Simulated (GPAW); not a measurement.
The system is ZnS (Wurtzite-2H).

```
Zn S
1.0
     3.81100    0.00000    0.00000
    -1.90550    3.30042    0.00000
     0.00000    0.00000    6.23400
Zn S
2 2
Direct
  0.66667 0.33333 0.50000
  0.33333 0.66667 0.00000
  0.66667 0.33333 0.88500
  0.33333 0.66667 0.38500
```

Base run:

* Program: GPAW 26.7.0
* Functional: RPBE
* Potentials or basis: the program's PAW data sets (release 1.2.1) made for this functional
* Cutoff: 450 eV
* Basis: pw
* k mesh: 7 × 7 × 4
* Occupations: fermi-dirac, width 0.05 eV
* Spin: no spin polarisation

Its results: band gap on the k mesh 2.42 eV, direct.

**Question.** The run is repeated on the same cell with these changes: functional from RPBE to GLLB-SC; cutoff from 450 eV to 600 eV; k mesh from 7 × 7 × 4 to 6 × 6 × 3. What comes out?

**Answer.** Band gap on the k mesh with the derivative discontinuity 3.77 eV.

Several settings changed at once, so the effect can't be laid on one alone.

Caveats: the GLLB-SC gap is the Kohn-Sham gap of the path plus the derivative discontinuity (some runs); a model potential gives levels but no total energy (some runs).

